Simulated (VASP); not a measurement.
Here is the system:

```
NaBr
1.0
    0.00000     3.00907     2.97898
    2.97898     0.00000     2.97898
    2.97898     3.00907     0.00000
Na Br
1 1
Direct
  0.00000   0.00000   0.00000
  0.50000   0.50000   0.50000
```

The numbers are results of PBE GGA, VASP's PBE PAW potentials (set 64) (plane waves; VASP 6.6.1), not measurements. Run with 480 eV cut-off, 8×8×8 Γ-centred mesh, Gaussian smearing of 0.050 eV, potentials Na_pv Br.

Question: Estimate the energy per atom (σ→0), band gap (on the k-mesh) with the smallest direct gap where there is one.

Answer: 
```json
{
 "band gap (on the k-mesh)": "4.14 eV",
 "smallest direct gap (on the k-mesh)": "4.14 eV",
 "energy per atom (σ→0)": "-3.058 eV/atom"
}
```

Total energies compare only between runs with the same potentials, cut-off and functional.

The compound is NaBr in the rock salt structure. This cell was strained or had an atom moved on purpose.
